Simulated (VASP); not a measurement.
# AlN: lattice, stiffness and zone-centre modes

What lattice, stiffness and vibrations does AlN have at one level of theory? The starting structure is a computed structure from the Materials Project. All runs use LDA.

Main program and level: VASP 6.6.1; Kohn-Sham DFT with plane waves and PAW; LDA.

## Step 1: The starting structure

The structure is cubic, space group F-43m (No. 216). The conventional cell has a = 4.368 Å, b = 4.368 Å, c = 4.368 Å, α = 90.00°, β = 90.00°, γ = 90.00°. Al has 4 N at 1.89 Å nearest. Nearest to N lie 4 Al at 1.89 Å. Farther neighbours and most contacts between anions are not listed.

As a file:

```cif
data_structure
_symmetry_space_group_name_H-M 'F-43m'
_symmetry_Int_Tables_number 216
_cell_length_a 4.3680
_cell_length_b 4.3680
_cell_length_c 4.3680
_cell_angle_alpha 90.000
_cell_angle_beta 90.000
_cell_angle_gamma 90.000
_cell_volume 83.34
loop_
_atom_site_label
_atom_site_type_symbol
_atom_site_symmetry_multiplicity
_atom_site_Wyckoff_symbol
_atom_site_fract_x
_atom_site_fract_y
_atom_site_fract_z
_atom_site_occupancy
Al1 Al 4 a 0.00000 0.00000 0.00000 1
N1 N 4 d 0.25000 0.25000 0.75000 1
```

## Step 2: Relaxation

This run starts from the cell of an earlier relaxation, which isn't shown; the restart sets up the plane waves anew.

The input, INCAR:

```
SYSTEM = AlN
PREC = Accurate
ENCUT = 560
EDIFF = 1E-07
NELM = 100
ISMEAR = 0
SIGMA = 0.03
LREAL = .FALSE.
ALGO = Normal
GGA = CA
NBANDS = 10
LORBIT = 11
LWAVE = .FALSE.
LCHARG = .FALSE.
KPAR = 4
IBRION = 2
NSW = 50
ISIF = 3
EDIFFG = -0.002
```

The input, POSCAR:

```
AlN
1.0
    0.0000000000      2.1732161455      2.1732161455
    2.1732161455      0.0000000000      2.1732161455
    2.1732161455      2.1732161455      0.0000000000
Al N
1 1
Direct
    0.0000000000      0.0000000000      0.0000000000
    0.2500000000      0.2500000000      0.2500000000
```

The input, KPOINTS:

```
Automatic mesh
0
Gamma
8 8 8
0 0 0
```

PAW data sets: Al and N (LDA family, release 64).

Run with:

```console
mpirun -np 4 vasp_std
```

What it wrote:

```text
[banner, memory and clock lines left out]
running    4 mpi-ranks, on    1 nodes
 distrk:  each k-point on    1 cores,    4 groups
 distr:  one band on    1 cores,    1 groups

 POSCAR found type information on POSCAR AlN
 POSCAR found :  2 types and       2 ions
 LDA part: xc-table for (Slater(with rela. corr.)+CA(PZ))
 , standard interpolation
 POSCAR, INCAR and KPOINTS ok, starting setup
 FFT: planning ... GRIDC
 FFT: planning ... GRID_SOFT
 FFT: planning ... GRID
 WAVECAR not read
 entering main loop
       N       E                     dE             d eps       ncg     rms          rms(c)
DAV:   1     0.102041040384E+02    0.10204E+02   -0.41464E+03   596   0.716E+02
DAV:   2    -0.180614040067E+02   -0.28266E+02   -0.27553E+02   690   0.137E+02
DAV:   3    -0.189325739628E+02   -0.87117E+00   -0.87030E+00   686   0.232E+01
DAV:   4    -0.189360379748E+02   -0.34640E-02   -0.34639E-02   660   0.178E+00
DAV:   5    -0.189360674127E+02   -0.29438E-04   -0.29438E-04   666   0.158E-01    0.873E+00
DAV:   6    -0.164505750755E+02    0.24855E+01   -0.13285E+01   602   0.193E+01    0.300E+00
DAV:   7    -0.164045036882E+02    0.46071E-01   -0.90470E-02   640   0.260E+00    0.193E+00
DAV:   8    -0.163756460822E+02    0.28858E-01   -0.28446E-02   604   0.163E+00    0.352E-01
DAV:   9    -0.163753673476E+02    0.27873E-03   -0.10542E-03   658   0.222E-01    0.179E-01
DAV:  10    -0.163753880581E+02   -0.20711E-04   -0.52941E-05   642   0.554E-02    0.416E-02
DAV:  11    -0.163753869388E+02    0.11193E-05   -0.12045E-06   654   0.824E-03    0.801E-03
DAV:  12    -0.163753869371E+02    0.17627E-08   -0.31687E-08   356   0.150E-03
   1 F= -.16375387E+02 E0= -.16375387E+02  d E =-.163754E+02
 curvature:   0.00 expect dE= 0.000E+00 dE for cont linesearch  0.000E+00
 trial: gam= 0.00000 g(F)=  0.163E-47 g(S)=  0.367E-06 ort = 0.000E+00 (trialstep = 0.100E+01)
 search vector abs. value=  0.367E-06
 reached required accuracy - stopping structural energy minimisation
```

Run time: 1.2 s. Hardware: 4 MPI ranks of Intel Xeon 6975P-C (Granite Rapids), shared host; peak memory 0.44 GiB; 2.8 s of CPU time.

The logs omit lines about the potential files and the build; timing stands in the text.

OUTCAR, selected parts (step 2):

```text
ion  position               nearest neighbor table
   1  0.000  0.000  0.000-   2 1.88   2 1.88   2 1.88   2 1.88
   2  0.250  0.250  0.250-   1 1.88   1 1.88   1 1.88   1 1.88

  LATTYP: Found a face centered cubic cell.
 ALAT       =     4.3464322910

 Subroutine GETGRP returns: Found 24 space group operations
 (whereof 24 operations were pure point group operations)

The static configuration has the point symmetry T_d .

 Found     29 irreducible k-points:

   k-points           NKPTS =     29   k-points in BZ     NKDIM =     29   number of bands    NBANDS=     10

   dimension x,y,z NGX =    24 NGY =   24 NGZ =   24
   dimension x,y,z NGXF=    48 NGYF=   48 NGZF=   48

   ENCUT  =  560.0 eV  41.16 Ry    6.42 a.u.   5.93  5.93  5.93*2*pi/ulx,y,z

   NELECT =       8.0000    total number of electrons

 k-points in reciprocal lattice and weights: Automatic mesh
   0.00000000  0.00000000  0.00000000       0.002
   0.12500000  0.00000000  0.00000000       0.016
   0.25000000  0.00000000  0.00000000       0.016
   0.37500000  0.00000000  0.00000000       0.016
   0.50000000  0.00000000  0.00000000       0.008
   0.12500000  0.12500000  0.00000000       0.012
   0.25000000  0.12500000  0.00000000       0.047
   0.37500000  0.12500000  0.00000000       0.047
   0.50000000  0.12500000  0.00000000       0.047
[...]
-0.37500000  0.50000000  0.12500000       0.023
  -0.25000000  0.50000000  0.25000000       0.012

 average (electrostatic) potential at core
       1 -69.7057       2 -59.7398

 E-fermi :   6.0404

 k-point     1 :       0.0000    0.0000    0.0000
  band No.  band energies     occupation
      1      -9.0611      2.00000
      2       5.8496      2.00000
      3       5.8496      2.00000
      4       5.8496      2.00000
      5      10.2170      0.00000
      6      18.3291      0.00000
      7      18.3291      0.00000
      8      18.3291      0.00000
      9      23.4906      0.00000
    ...

 k-point     2 :       0.1250    0.0000    0.0000
  band No.  band energies     occupation
      1      -8.8249      2.00000
      2       4.6738      2.00000
      3       5.7697      2.00000
      4       5.7697      2.00000
      5      11.1298      0.00000
      6      17.7662      0.00000
      7      18.5027      0.00000
      8      18.5027      0.00000
      9      21.9419      0.00000
    ...

 k-point     3 :       0.2500    0.0000    0.0000
  band No.  band energies     occupation
      1      -8.1732      2.00000
      2       2.5635      2.00000
      3       5.5900      2.00000
      4       5.5900      2.00000
      5      12.4023      0.00000
      6      16.7772      0.00000
      7      18.0939      0.00000
      8      18.0939      0.00000
      9      22.0650      0.00000
    ...

  Total        0.0022507      0.0022507      0.0022507      0.0000000     -0.0000000      0.0000000
  in kB        0.1756643      0.1756643      0.1756643      0.0000000     -0.0000000      0.0000000
  external PRESSURE =       0.1756643 kB  Pullay stress =       0.0000000 kB

  energy-cutoff  :      560.00
  volume of cell :       20.53
      direct lattice vectors                 reciprocal lattice vectors
     0.000000000  2.173216146  2.173216146    -0.230073755  0.230073755  0.230073755
     2.173216146  0.000000000  2.173216146     0.230073755 -0.230073755  0.230073755
     2.173216146  2.173216146  0.000000000     0.230073755  0.230073755 -0.230073755

 POSITION                                       TOTAL-FORCE (eV/Angst)
 -----------------------------------------------------------------------------------
      0.00000      0.00000      0.00000        -0.000000     -0.000000      0.000000
      1.08661      1.08661      1.08661         0.000000      0.000000     -0.000000
 -----------------------------------------------------------------------------------
    total drift:                               -0.000000     -0.000000     -0.000000

  FREE ENERGIE OF THE ION-ELECTRON SYSTEM (eV)
  ---------------------------------------------------
  free  energy   TOTEN  =       -16.3753869371 eV

  energy  without entropy=      -16.3753869371  energy(sigma->0) =      -16.37538694

 reached required accuracy - stopping structural energy minimisation

 total charge
# of ion       s       p       d       tot
------------------------------------------
    1        0.379   0.465   0.000   0.844
    2        1.210   2.619   0.000   3.829
--------------------------------------------------
tot          1.589   3.085   0.000   4.673

[... 3 further parts left out ...]
```

CONTCAR:

```
AlN
   1.00000000000000
     0.0000000000000000    2.1732161455000001    2.1732161455000001
     2.1732161455000001    0.0000000000000000    2.1732161455000001
     2.1732161455000001    2.1732161455000001    0.0000000000000000
  Al              N
     1     1
Direct
     0.0000000000000000    0.0000000000000000    0.0000000000000000
     0.2500000000000000    0.2500000000000000    0.2500000000000000
```

The run keeps the 24 symmetry operations of its start, so it cannot find a distortion of lower symmetry.

The relaxed cell holds 10.264 Å³ an atom, with a = 4.346 Å (-0.5 % against the database cell). Pressures at 0.985 and 1.015 times this volume, from two more relaxations that aren't shown, give a bulk modulus of 211.7 GPa.

## Step 3: Elastic constants

The input, INCAR:

```
SYSTEM = AlN
PREC = Accurate
ENCUT = 800
EDIFF = 1E-08
NELM = 100
ISMEAR = 0
SIGMA = 0.03
LREAL = .FALSE.
ALGO = Normal
GGA = CA
NBANDS = 10
LORBIT = 11
LWAVE = .FALSE.
LCHARG = .FALSE.
KPAR = 4
IBRION = 6
NFREE = 2
POTIM = 0.015
ISIF = 3
NSW = 1
```

POSCAR is that of step 2.

The input, KPOINTS:

```
Automatic mesh
0
Gamma
10 10 10
0 0 0
```

Run with:

```console
mpirun -np 4 vasp_std
```

What it wrote:

```text
[... set-up lines as in an earlier step ...]
 entering main loop
       N       E                     dE             d eps       ncg     rms          rms(c)
DAV:   1     0.201352349123E+02    0.20135E+02   -0.51792E+03   940   0.981E+02
DAV:   2    -0.176253192743E+02   -0.37761E+02   -0.36338E+02  1168   0.160E+02
DAV:   3    -0.189367852524E+02   -0.13115E+01   -0.13091E+01  1114   0.294E+01
DAV:   4    -0.189426514407E+02   -0.58662E-02   -0.58659E-02  1090   0.235E+00
[...]
DAV:  10    -0.163799637814E+02   -0.18064E-04   -0.62929E-05  1026   0.619E-02    0.382E-02
DAV:  11    -0.163799625440E+02    0.12375E-05   -0.14219E-06  1054   0.837E-03    0.745E-03
DAV:  12    -0.163799625528E+02   -0.88631E-08   -0.39096E-08  1050   0.168E-03
   1 F= -.16379963E+02 E0= -.16379963E+02  d E =-.594812E-22
[... from here on, the cycles between the ionic steps are left out ...]
   2 F= -.16375591E+02 E0= -.16375591E+02  d E =-.992397E-32
   3 F= -.16375630E+02 E0= -.16375630E+02  d E =-.860996E-28
   4 F= -.16375591E+02 E0= -.16375591E+02  d E =-.987510E-32
   5 F= -.16375630E+02 E0= -.16375630E+02  d E =-.853713E-28
   6 F= -.16375591E+02 E0= -.16375591E+02  d E =-.987246E-32
   7 F= -.16375630E+02 E0= -.16375630E+02  d E =-.854551E-28
   8 F= -.16376569E+02 E0= -.16376569E+02  d E =-.210782E-15
   9 F= -.16376569E+02 E0= -.16376569E+02  d E =-.211564E-15
  10 F= -.16376569E+02 E0= -.16376569E+02  d E =-.211536E-15
  11 F= -.16376569E+02 E0= -.16376569E+02  d E =-.211099E-15
  12 F= -.16376569E+02 E0= -.16376569E+02  d E =-.211544E-15
  13 F= -.16376569E+02 E0= -.16376569E+02  d E =-.207924E-15
  14 F= -.16378260E+02 E0= -.16378260E+02  d E =-.590212E-16
  15 F= -.16378260E+02 E0= -.16378260E+02  d E =-.582220E-16
  16 F= -.16378261E+02 E0= -.16378261E+02  d E =-.590233E-16
  17 F= -.16378261E+02 E0= -.16378261E+02  d E =-.583793E-16
 Finite differences progress:
  Degree of freedom:   8/  8
  Displacement:        2/  2
  Total:              16/ 16
```

Wall time 70 s (4 MPI ranks); peak memory 1.1 GiB; 4.6 min of CPU time.

OUTCAR, selected parts (step 3):

```text
  Total       -0.0021452      0.0038070      0.0038070      0.0000000      0.1432816      0.0000000
  in kB       -0.1674319      0.2971340      0.2971340      0.0000000     11.1830975      0.0000000
  external PRESSURE =       0.1422787 kB  Pullay stress =       0.0000000 kB

 POSITION                                       TOTAL-FORCE (eV/Angst)
 -----------------------------------------------------------------------------------
      0.00000      0.00000      0.00000        -0.226861      0.000000      0.000000
      1.07161      1.08661      1.08661         0.226861      0.000000      0.000000
 -----------------------------------------------------------------------------------
    total drift:                               -0.000016     -0.000000     -0.000000

  FREE ENERGIE OF THE ION-ELECTRON SYSTEM (eV)
  ---------------------------------------------------
  free  energy   TOTEN  =       -16.3782607754 eV

  energy  without entropy=      -16.3782607754  energy(sigma->0) =      -16.37826078

[... 3 further parts left out ...]
[key lines of the parts left out:]
E-fermi :   6.0417
```

The last energy, forces and stress in OUTCAR belong to the last displaced cell, not to that of POSCAR.

The elastic tensor has C11 = 302.0, C12 = 167.4, C44 = 188.3 GPa; its Hill averages are a bulk modulus of 212.3 and a shear modulus of 124.7 GPa.

## Step 4: Modes of the relaxed cell

The input, INCAR:

```
SYSTEM = AlN
PREC = Accurate
ENCUT = 560
EDIFF = 1E-08
NELM = 100
ISMEAR = 0
SIGMA = 0.03
LREAL = .FALSE.
ALGO = Normal
GGA = CA
NBANDS = 10
LORBIT = 11
LWAVE = .FALSE.
LCHARG = .FALSE.
KPAR = 4
IBRION = 8
LEPSILON = .TRUE.
LPEAD = .TRUE.
ISIF = 2
```

POSCAR is that of step 3.

The input, KPOINTS:

```
Automatic mesh
0
Gamma
16 16 16
0 0 0
```

Run with:

```console
mpirun -np 4 vasp_std
```

What it wrote:

```text
[... set-up lines as in an earlier step ...]
 entering main loop
       N       E                     dE             d eps       ncg     rms          rms(c)
DAV:   1     0.100896681734E+02    0.10090E+02   -0.42233E+03  2988   0.717E+02
DAV:   2    -0.181363181802E+02   -0.28226E+02   -0.26911E+02  3432   0.133E+02
DAV:   3    -0.189327850483E+02   -0.79647E+00   -0.79547E+00  3430   0.221E+01
DAV:   4    -0.189360336205E+02   -0.32486E-02   -0.32484E-02  3272   0.168E+00
[...]
DAV:  10    -0.163755016173E+02   -0.20343E-04   -0.56835E-05  3164   0.575E-02    0.414E-02
DAV:  11    -0.163755003980E+02    0.12193E-05   -0.12355E-06  3252   0.846E-03    0.815E-03
DAV:  12    -0.163755003948E+02    0.32121E-08   -0.35405E-08  3358   0.154E-03
   1 F= -.16375500E+02 E0= -.16375500E+02  d E =-.958752E-22
 Linear response reoptimize wavefunctions to high precision
DAV:   1    -0.163755003910E+02    0.38082E-08   -0.16672E-08  3234   0.850E-04
DAV:   2    -0.163755003910E+02   -0.11710E-10   -0.79169E-11  1668   0.952E-05
 Linear response to external field (no local field effect), progress :
[...]
RMM:   9    -0.534491105785E-02    0.67535E-08   -0.15231E-10 21648   0.998E-06    0.700E-07
 first order change of Fermi-energy   0.33437E-04
 force on displaced ion       1 direction 1 : -15.111  -0.000  -0.000
 Born effective charge ion    1 direction 1 :   2.530   0.000   0.000
 Linear response progress:
  Degree of freedom:   2/  2
       N       E                     dE             d eps       ncg     rms          rms(c)
RMM:   1    -0.231994285886E+00   -0.23199E+00    0.19941E-01 23843   0.325E+00
RMM:   2    -0.232098958394E+00   -0.10467E-03   -0.20437E-03 19390   0.387E-01    0.181E-01
RMM:   3    -0.232920981661E+00   -0.82202E-03   -0.68731E-04 18243   0.179E-01    0.894E-02
RMM:   4    -0.234715330907E+00   -0.17943E-02   -0.61323E-04 18392   0.163E-01    0.213E-02
[...]
RMM:   9    -0.234742842884E+00    0.11151E-07   -0.12033E-09 22058   0.341E-05    0.242E-06
RMM:  10    -0.234742877405E+00   -0.34521E-07   -0.57421E-10 21304   0.154E-05    0.105E-06
RMM:  11    -0.234742875175E+00    0.22297E-08   -0.19914E-09 16515   0.137E-05    0.717E-08
 first order change of Fermi-energy   0.14974E-03
 force on displaced ion       2 direction 1 : -15.114   0.000   0.000
 Born effective charge ion    2 direction 1 :  -2.531   0.000   0.000
 Born effective charges drift removed
 Linear response finished
```

Wall time 62 s (4 MPI ranks); peak memory 2.3 GiB.

From OUTCAR (step 4):

```text
  Total        0.0023482      0.0023482      0.0023482     -0.0000000     -0.0000000     -0.0000000
  in kB        0.1832785      0.1832785      0.1832785     -0.0000000     -0.0000000     -0.0000000
  external PRESSURE =       0.1832785 kB  Pullay stress =       0.0000000 kB

 POSITION                                       TOTAL-FORCE (eV/Angst)
 -----------------------------------------------------------------------------------
      0.00000      0.00000      0.00000         0.000000      0.000000      0.000000
      1.08661      1.08661      1.08661        -0.000000     -0.000000     -0.000000
 -----------------------------------------------------------------------------------
    total drift:                               -0.000000     -0.000000     -0.000000

 MACROSCOPIC STATIC DIELECTRIC TENSOR (including local field effects in DFT)
 ------------------------------------------------------
           4.543324     0.000000    -0.000000
          -0.000000     4.543324     0.000000
          -0.000000    -0.000000     4.543324
 ------------------------------------------------------

 MACROSCOPIC STATIC DIELECTRIC TENSOR IONIC CONTRIBUTION
 ------------------------------------------------------
           3.734423     0.000000    -0.000000
           0.000000     3.734423     0.000000
          -0.000000     0.000000     3.734423
 ------------------------------------------------------

[... 1 part as in an earlier step ...]

[... 1 further part left out ...]
```

The zone-centre modes at 10.264 Å³ an atom are T2 667.7 cm⁻¹.

(Part 1 of 2 ends here.)

[Lines on the potential files, build, host, timing and source positions are cut from VASP's logs without a mark.]

[Logs are printed without paths, hosts, clocks, repeated set-up lines and the standing remarks that a program may print on its own settings, such as how far it seeks lower states.]

[Hosts, paths, dates, database ids (printed as entryN), source tags and the programs' standing remarks are cut or masked in the printed files.]
